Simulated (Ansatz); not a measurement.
The system is FeGe.

```
Ge Fe
1.0
     4.68900    0.00000    0.00000
     0.00000    4.68900    0.00000
     0.00000    0.00000    4.68900
Ge Fe
4 4
Direct
  0.15800 0.34200 0.65800
  0.34200 0.65800 0.15800
  0.65800 0.15800 0.34200
  0.84200 0.84200 0.84200
  0.86500 0.63500 0.36500
  0.63500 0.36500 0.86500
  0.36500 0.86500 0.63500
  0.13500 0.13500 0.13500
```

Program: Ansatz 0.2.0. Alike in all runs: task single point; level PBEsol; potentials or basis Ansatz PAW; cell as given; k mesh 6 × 6 × 6; cutoff (eV) 420; smearing fermi-dirac 0.05 eV. Hardware: 4 threads of Arm Neoverse V1 (shared host).

Order these runs on this cell by their wall time, lowest first.
A. spin off
B. spin collinear, ferrimagnetic start
C. spin collinear, ferromagnetic start

A (5.5 s), C (24 s), B (130 s).

Caveats: the starting moments weren't kept (some runs).
